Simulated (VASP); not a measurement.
**Tl16HCl15 (a cell with a defect): electric field gradients with PBE**

Crystal: Tl16HCl15 (a cell with a defect).

```
Tl H Cl
1.0
     0.00000    7.66800    7.66800
     7.66800    0.00000    7.66800
     7.66800    7.66800    0.00000
Tl H Cl
16 1 15
Direct
  0.00000 0.00000 0.00000
  0.50000 0.00000 0.00000
  0.00000 0.50000 0.00000
  0.00000 0.00000 0.50000
  0.25000 0.25000 0.25000
  0.50000 0.50000 0.00000
  0.50000 0.00000 0.50000
  0.75000 0.25000 0.25000
  0.00000 0.50000 0.50000
  0.25000 0.75000 0.25000
  0.25000 0.25000 0.75000
  0.50000 0.50000 0.50000
  0.75000 0.75000 0.25000
  0.75000 0.25000 0.75000
  0.25000 0.75000 0.75000
  0.75000 0.75000 0.75000
  0.12500 0.12500 0.12500
  0.62500 0.12500 0.12500
  0.12500 0.62500 0.12500
  0.12500 0.12500 0.62500
  0.37500 0.37500 0.37500
  0.62500 0.62500 0.12500
  0.62500 0.12500 0.62500
  0.87500 0.37500 0.37500
  0.12500 0.62500 0.62500
  0.37500 0.87500 0.37500
  0.37500 0.37500 0.87500
  0.62500 0.62500 0.62500
  0.87500 0.87500 0.37500
  0.87500 0.37500 0.87500
  0.37500 0.87500 0.87500
  0.87500 0.87500 0.87500
```

```
Program                : VASP 6.6.1
Task                   : electric field gradients
Functional             : PBE
Potentials or basis    : VASP PAW PBE potentials, release 64 (Tl_d, H, Cl)
Cutoff                 : 520 eV
k mesh                 : 2 × 2 × 2
Occupations            : fermi-dirac, width 0.01 eV
Spin                   : no spin polarisation
Dipole correction      : no
Further INCAR settings : LREAL = Auto; ALGO = Fast; EDIFF = 1e-08; NBANDS = 179
```

The pressure is 0.9 GPa. The largest force is 0.194 eV/Å and the band gap on the k mesh is 1.36 eV, indirect (least direct gap 1.79 eV).

Forces in eV/Å, atoms in the order of the input:
```
Tl   0.112  0.112  0.112
Tl   0.112 -0.112 -0.112
Tl  -0.112  0.112 -0.112
Tl  -0.112 -0.112  0.112
Tl  -0.112 -0.112 -0.112
Tl  -0.003 -0.003  0.003
Tl  -0.003  0.003 -0.003
Tl  -0.112  0.112  0.112
Tl   0.003 -0.003 -0.003
Tl   0.112 -0.112  0.112
Tl   0.112  0.112 -0.112
Tl   0.003  0.003  0.003
Tl   0.003  0.003 -0.003
Tl   0.003 -0.003  0.003
Tl  -0.003  0.003  0.003
Tl  -0.003 -0.003 -0.003
H    0.000  0.000  0.000
Cl   0.000  0.000  0.000
Cl   0.000  0.000  0.000
Cl   0.000  0.000  0.000
Cl   0.000  0.000  0.000
Cl   0.000  0.000  0.000
Cl   0.000  0.000  0.000
Cl  -0.013  0.000  0.000
Cl   0.000  0.000  0.000
Cl   0.000 -0.013  0.000
Cl   0.000  0.000 -0.013
Cl   0.000  0.000  0.000
Cl   0.000  0.000  0.013
Cl   0.000  0.013  0.000
Cl   0.013  0.000  0.000
Cl   0.000  0.000  0.000
```

Levels at points of the mesh, in eV from the valence-band top:
| k point | band 155 | band 156 | band 157 | band 158 | band 159 | band 160 |
| --- | --- | --- | --- | --- | --- | --- |
| (0.00, 0.00, 0.00) | -0.81 | -0.81 | -0.43 | 1.36 | 1.36 | 1.85 |
| (0.50, 0.00, 0.00) | -1.14 | -1.14 | -0.05 | 2.20 | 2.42 | 2.42 |
| (0.50, 0.50, 0.00) | -1.24 | -1.21 | 0.00 | 2.31 | 2.53 | 2.53 |

Electric field gradients, principal values (V/Å²):
```tsv
atom	Vxx	Vyy	Vzz
1 Tl	3.274	3.274	-6.549
2 Tl	3.272	3.274	-6.546
3 Tl	3.272	3.274	-6.546
4 Tl	3.272	3.274	-6.546
5 Tl	3.274	3.274	-6.549
6 Tl	0.875	0.877	-1.752
7 Tl	0.875	0.877	-1.752
8 Tl	3.272	3.274	-6.546
9 Tl	0.875	0.877	-1.752
10 Tl	3.272	3.274	-6.546
11 Tl	3.272	3.274	-6.546
12 Tl	0.877	0.877	-1.755
13 Tl	0.875	0.877	-1.752
14 Tl	0.875	0.877	-1.752
15 Tl	0.875	0.877	-1.752
16 Tl	0.877	0.877	-1.755
17 H	0.000	0.000	0.000
18 Cl	-0.605	-1.134	1.739
19 Cl	-0.605	-1.134	1.739
20 Cl	-0.605	-1.134	1.739
21 Cl	-0.001	0.001	0.001
22 Cl	-0.607	-1.132	1.739
23 Cl	-0.607	-1.132	1.739
24 Cl	-0.691	-0.692	1.383
25 Cl	-0.607	-1.132	1.739
26 Cl	-0.691	-0.692	1.383
27 Cl	-0.691	-0.692	1.383
28 Cl	-0.001	0.001	0.001
29 Cl	-0.691	-0.692	1.383
30 Cl	-0.691	-0.692	1.383
31 Cl	-0.691	-0.692	1.383
32 Cl	-0.001	0.001	0.001
```

Wall time 13 min on 1 thread of Intel(R) Xeon(R) 6975P-C (Granite Rapids) (shared host), peak memory 1.3 GiB.

Caveat: spin-orbit coupling is left out, which as a rule narrows the gap of such compounds by several tenths of an eV. Expect the measured gap to be larger: semilocal functionals such as PBE lack the derivative discontinuity.
